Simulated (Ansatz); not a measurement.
# MgO (P-6m2) in Ansatz: a series of runs

One crystal, MgO, is run at these levels: PBE; tasks: single point.

Program: Ansatz 0.2.0. These are calculated values, not measurements. Logs are shortened: lines on timing, memory, paths and dates and some standing lists are left out, and cuts for length are marked.

## 1. The crystal as given

It takes space group P-6m2 (No. 187, hexagonal). The conventional cell has a = 2.938 Å, b = 2.938 Å, c = 2.680 Å, α = 90.00°, β = 90.00°, γ = 120.00°. Around Mg (site symmetry -6m2) lie 6 O at 2.16 Å. O (site symmetry -6m2) has 6 Mg at 2.16 Å as nearest neighbours.

Measurements of this composition are mostly on another form, of space group No. 225.

## 2. Single point, PBE, 9.42 Å³/atom (volume scaled by 0.94)

File input.yaml:

```yaml
crystal:
  lattice:
    - [2.8780444641, 0.0, 0.0]
    - [-1.439022232, 2.4924596191, 0.0]
    - [0.0, 0.0, 2.6249773038]
  atoms:
    - { symbol: Mg, position: [0.0, 0.0, 0.0] }
    - { symbol: O, position: [0.3333333333, 0.6666666667, 0.5] }
kpoints:
  mp_grid: { grid: [10, 10, 10] }
scf:
  occupations: { method: fermi_dirac, width: 0.05 }
hamiltonian:
  xc: pbe
  pseudopotentials: { kind: all_electron, lapw: { basis_error: 0.0005 } }
output:
  forces: true
  stress: true
  eigenvalues: true
```

Potentials or basis: all-electron LAPW, scalar-relativistic.

On the command line:

```sh
$ ansatz run input.yaml --threads 1 --pin off --max-ram 3072MiB --backend cpu --events-out ev --progress --plain --runs-dir out
```

What it wrote:

```text
Warning: RAYON_NUM_THREADS=1 ignored (pool sized by the plan → 1); use --threads N
LAPW: plane waves up to 9.392 Å⁻¹, error target 5.0e-4 eV per atom; small_component_spin mean_spin; O in spheres of 1.040 Å, 8 of its electrons in bands, Dirac shells []; Mg in spheres of 1.078 Å, 10 of its electrons in bands, Dirac shells [] (how accurate: hamiltonian.pseudopotentials.lapw.basis_error, Limitations)
Engine: ansatz 0.2.0, x86_64-unknown-linux-gnu
Pseudopotentials: kind: all_electron
Pseudopotential: Mg, LAPW, valence charge 10, lapw/all_electron/scalar/gaussian/Mg, Koelling and Harmon's equation, gaussian nucleus
Pseudopotential: O, LAPW, valence charge 8, lapw/all_electron/scalar/gaussian/O, Koelling and Harmon's equation, gaussian nucleus
Functional definition: PBE
  parameter kappa = 0.804
  parameter beta = 0.06672455060314922
  exchange = pbe_x(kappa = kappa, mu = beta*pi^2/3)
  correlation = pbe_c(beta = beta)
Crystal: 2 atoms, lattice volume = 18.830 Å³
Basis set: ecut = 336.05178591723785 eV, 253 PW (Γ), exchange–correlation at level 2
Bands: 13, of which v1, the nominal top of the filled ones, is band 9 counted from 1 (8 counted from 0)
Symmetry: 12 space group operations
Space group: P-6m2 (ITA 187), of the structure as read, at distance tolerance 2.7e-5 Å
k-points: 84 of 1000 (time reversal used)
Non-local potential: Mg, projectors of the file, none
Non-local potential: O, projectors of the file, none
Initial density: superposition of atomic densities (chi_scale 0.1, normalization cell, long waves kept (reshape's long-wave potential 0.00 eV rms))
Initial wavefunctions: plane waves of lowest kinetic energy (no species holds an atomic orbital)
Functional: x = pbe(κ = 0.804, μ = 0.2195149727645171), c = pbe(β = 0.06672455060314922)
iter 1 solved again at ethr=1.45e-2 eV; its pass at ethr=1.00e-1 eV (dr2=2.61e0 eV) is discarded
SCF iter   1: F=—  HF=-7503.713269 eV  |F-HF|=—  |Δ(HF+E_count)|=         —  Δρ=1.09e-1  dr2=2.61e0  ethr=1.45e-2  ⟨swp⟩=2.0  Hψ=7249  notcnv=0
preconditioner: auto → none  [insulator: Δε(μ)=5.888 eV  Ē_g=20.278 eV  σ=0.050 eV  W_gap=1.00  n_scr=8 (ndim 8)  ℏωp=24.2 eV  f_vac=0.000  D(μ)=0.00/eV (n_scr^D=0)  ε∞_Penn≈2.4]
iter 2 solved again at ethr=2.79e-4 eV; its pass at ethr=1.45e-2 eV (dr2=5.03e-2 eV) is discarded
SCF iter   2: F=—  HF=-7502.293695 eV  |F-HF|=—  |Δ(HF+E_count)|=    1.42e0  Δρ=2.23e-2  dr2=5.02e-2  ethr=2.79e-4  ⟨swp⟩=2.4  Hψ=5861  notcnv=0
SCF iter   3: F=—  HF=-7501.961536 eV  |F-HF|=—  |Δ(HF+E_count)|=   3.32e-1  Δρ=1.64e-2  dr2=6.38e-2  ethr=2.79e-4  ⟨swp⟩=3.0  Hψ=3644  notcnv=0
SCF iter   4: F=—  HF=-7501.953514 eV  |F-HF|=—  |Δ(HF+E_count)|=         —  Δρ=7.57e-4  dr2=7.16e-5  ethr=2.79e-4  ⟨swp⟩=2.0  Hψ=3275  notcnv=0
the basis was enlarged: its passes take 571.9 KiB over the memory plan, 1 of 1 planned eigensolver slots
SCF iter   5: F=—  HF=-7501.953488 eV  |F-HF|=—  |Δ(HF+E_count)|=   2.56e-5  Δρ=1.68e-4  dr2=2.97e-6  ethr=3.98e-7  ⟨swp⟩=3.0  Hψ=3166  notcnv=0
SCF iter   6: F=—  HF=-7501.953493 eV  |F-HF|=—  |Δ(HF+E_count)|=   5.14e-6  Δρ=4.71e-5  dr2=3.99e-7  ethr=1.65e-8  ⟨swp⟩=3.0  Hψ=3155  notcnv=0
SCF iter   7: F=-7501.953493 eV  HF=-7501.953493 eV  |F-HF|=4.84e-9  |Δ(HF+E_count)|=   2.46e-9  Δρ=6.17e-6  dr2=5.32e-9  ethr=2.22e-9  ⟨swp⟩=2.9  Hψ=3029  notcnv=0
SCF 1 converged in 7 iterations: F = -7501.953493 eV  dr2 = 5.32e-9
SCF converged after 7 iterations
Free energy (F): -7501.953493 eV
Harris-Foulkes:  -7501.953493 eV  (|F-HF|=4.84e-9)
Internal energy: -7501.953493 eV  (E = F + TS)
E sigma→0 (E₀):  -7501.953493 eV
Fermi energy:    10.237573 eV
--- Per-component energies (eV) ---
  E_band       = -1288.586819
  E_kinetic    = 7509.027038
  E_xc         = -684.112086
  E_electrostatic = -14326.868445  (all electrons and nuclei)
  E_smearing   = -0.000000  (= −TS)
  E_closure    = 0.000000  (closes the sum)
  E_atoms      = -7490.792933  (free atoms, spherical and without spin; not in F)
  Σ components = -7501.953493   (vs F -7501.953493, Δ=0.00e0)
  Basis errors (estimates in eV, not in F): energy 1.8e-4 per atom: plane waves 1.6e-4 (9.1e-5 summed), levels above the bands 7.9e-124, relativity 8.7e-9, radial functions 2.1e-5, core shells 3.3e-12; eigenvalues (radial functions only) 7.7e-6; not estimated: angular momenta, meshes, grids; target (lapw.basis_error) 5.0e-4; muffin-tin radii O 1.040 Å, Mg 1.078 Å
--- Forces (eV/Å), atoms counted from 1 ---
  atom   1  Mg    -0.00000000    -0.00000000     0.00000000
  atom   2  O      0.00000000     0.00000000     0.00000000
  max |Σ_I F_I| component: 3.24e-17 eV/Å
--- Stress (GPa, compression-positive) ---
        8.893627       0.000000       0.000000
        0.000000       8.893627       0.000000
        0.000000       0.000000      11.359710
  P = ⅓ Tr σ = 9.7157 GPa (97.157 kbar)
--- Band table (eV; the first three rows and the last of 84) ---
  k-point 0: bands = ["-495.1122", "-64.7830", "-31.5150", "-31.5150", "-31.4532", "-9.3391", "7.7668", "7.7668", "8.0032", "11.9038", "20.5024", "24.5168", "24.5168"]
  k-point 1: bands = ["-495.1122", "-64.7816", "-31.5137", "-31.5137", "-31.4672", "-9.2381", "7.2293", "7.8152", "7.8152", "12.4873", "20.6501", "24.6401", "24.6401"]
  k-point 2: bands = ["-495.1122", "-64.7780", "-31.5103", "-31.5103", "-31.5040", "-8.9595", "5.7138", "7.9448", "7.9448", "13.5983", "20.7196", "25.0004", "25.0004"]
  k-point 83: bands = ["-495.1122", "-64.7591", "-31.5742", "-31.5635", "-31.5474", "-7.2446", "4.6606", "5.4998", "6.1154", "14.9251", "19.7811", "22.4512", "23.5366"]
```

Run time: 4 s. Hardware: 1 thread of AMD EPYC 9R45 (Zen 5), shared host; peak memory 0.34 GiB.

Results:

* Free energy: -7501.9535 eV
* Pressure: 9.7 GPa
* Band gap on the k mesh: 3.50 eV, indirect (least direct gap 3.90 eV)

## 3. Single point, PBE, 9.62 Å³/atom (volume scaled by 0.96)

input.yaml, as its differences from that of step 2:

```diff
@@ -2,5 +2,5 @@
   lattice:
-    - [2.8780444641, 0.0, 0.0]
-    - [-1.439022232, 2.4924596191, 0.0]
-    - [0.0, 0.0, 2.6249773038]
+    - [2.8983130506, 0.0, 0.0]
+    - [-1.4491565253, 2.51001273, 0.0]
+    - [0.0, 0.0, 2.6434636685]
   atoms:
```

Potentials or basis: all-electron LAPW, scalar-relativistic.

On the command line:

```sh
$ ansatz run input.yaml --threads 1 --pin off --max-ram 3072MiB --backend cpu --events-out ev --progress --plain --runs-dir out
```

It took 4.1 s on 1 thread of AMD EPYC 9R45 (Zen 5), shared host; peak memory 0.32 GiB.

It converged, with:

* Free energy: -7501.9733 eV
* Pressure: 6.2 GPa
* Band gap on the k mesh: 3.33 eV, indirect (least direct gap 3.73 eV)

## 4. Single point, PBE, 9.82 Å³/atom (volume scaled by 0.98)

input.yaml, as its differences from that of step 3:

```diff
@@ -2,5 +2,5 @@
   lattice:
-    - [2.8983130506, 0.0, 0.0]
-    - [-1.4491565253, 2.51001273, 0.0]
-    - [0.0, 0.0, 2.6434636685]
+    - [2.9183020482, 0.0, 0.0]
+    - [-1.4591510241, 2.5273237096, 0.0]
+    - [0.0, 0.0, 2.6616950286]
   atoms:
```

On the command line:

```sh
$ ansatz run input.yaml --threads 1 --pin off --max-ram 3072MiB --backend cpu --events-out ev --progress --plain --runs-dir out
```

It took 4.1 s on 1 thread of AMD EPYC 9R45 (Zen 5), shared host; peak memory 0.32 GiB.

Results (log left out):

```
Free energy            : -7501.9846 eV
Pressure               : 2.9 GPa
Band gap on the k mesh : 3.17 eV, indirect (least direct gap 3.57 eV)
```

## 5. Single point, PBE, 10.02 Å³/atom

input.yaml, as its differences from that of step 4:

```diff
@@ -2,5 +2,5 @@
   lattice:
-    - [2.9183020482, 0.0, 0.0]
-    - [-1.4591510241, 2.5273237096, 0.0]
-    - [0.0, 0.0, 2.6616950286]
+    - [2.9380209034, 0.0, 0.0]
+    - [-1.4690104517, 2.5444007392, 0.0]
+    - [0.0, 0.0, 2.67968]
   atoms:
```

On the command line:

```sh
$ ansatz run input.yaml --threads 1 --pin off --max-ram 3072MiB --backend cpu --events-out ev --progress --plain --runs-dir out
```

It took 4 s on 1 thread of AMD EPYC 9R45 (Zen 5), shared host; peak memory 0.32 GiB.

Results (log left out):

| Property | Result |
| --- | --- |
| Free energy | -7501.9882 eV |
| Pressure | 0.0 GPa |
| Band gap on the k mesh | 3.02 eV, indirect (least direct gap 3.41 eV) |

## 6. Single point, PBE, 10.22 Å³/atom (volume scaled by 1.02)

input.yaml, as its differences from that of step 5:

```diff
@@ -2,5 +2,5 @@
   lattice:
-    - [2.9380209034, 0.0, 0.0]
-    - [-1.4690104517, 2.5444007392, 0.0]
-    - [0.0, 0.0, 2.67968]
+    - [2.9574785625, 0.0, 0.0]
+    - [-1.4787392813, 2.5612515663, 0.0]
+    - [0.0, 0.0, 2.6974267424]
   atoms:
```

Potentials or basis: all-electron LAPW, scalar-relativistic.

On the command line:

```sh
$ ansatz run input.yaml --threads 1 --pin off --max-ram 3072MiB --backend cpu --events-out ev --progress --plain --runs-dir out
```

It took 4.1 s on 1 thread of AMD EPYC 9R45 (Zen 5), shared host; peak memory 0.32 GiB.

The run converged. Its results:

```
Free energy            : -7501.9850 eV
Pressure               : -2.6 GPa
Band gap on the k mesh : 2.87 eV, indirect (least direct gap 3.26 eV)
```

## 7. Single point, PBE, 10.42 Å³/atom (volume scaled by 1.04)

input.yaml, as its differences from that of step 6:

```diff
@@ -2,5 +2,5 @@
   lattice:
-    - [2.9574785625, 0.0, 0.0]
-    - [-1.4787392813, 2.5612515663, 0.0]
-    - [0.0, 0.0, 2.6974267424]
+    - [2.9766835069, 0.0, 0.0]
+    - [-1.4883417534, 2.577883536, 0.0]
+    - [0.0, 0.0, 2.7149429912]
   atoms:
```

On the command line:

```sh
$ ansatz run input.yaml --threads 1 --pin off --max-ram 3072MiB --backend cpu --events-out ev --progress --plain --runs-dir out
```

Run time: 4.1 s. Hardware: 1 thread of AMD EPYC 9R45 (Zen 5), shared host; peak memory 0.32 GiB.

Results (log left out):

| Item | Value |
| --- | --- |
| Free energy | -7501.9755 eV |
| Pressure | -5.0 GPa |
| Band gap on the k mesh | 2.73 eV, indirect (least direct gap 3.12 eV) |

## 8. Single point, PBE, 10.62 Å³/atom (volume scaled by 1.06)

input.yaml, as its differences from that of step 7:

```diff
@@ -2,5 +2,5 @@
   lattice:
-    - [2.9766835069, 0.0, 0.0]
-    - [-1.4883417534, 2.577883536, 0.0]
-    - [0.0, 0.0, 2.7149429912]
+    - [2.9956437857, 0.0, 0.0]
+    - [-1.4978218928, 2.5943036191, 0.0]
+    - [0.0, 0.0, 2.732236088]
   atoms:
```

On the command line:

```sh
$ ansatz run input.yaml --threads 1 --pin off --max-ram 3072MiB --backend cpu --events-out ev --progress --plain --runs-dir out
```

It took 4 s on 1 thread of AMD EPYC 9R45 (Zen 5), shared host; peak memory 0.32 GiB.

Results (log left out):

```yaml
Free_energy: -7501.9604 eV
Pressure: -7.1 GPa
Band_gap_on_the_k_mesh: 2.60 eV, indirect (least direct gap 2.98 eV)
```
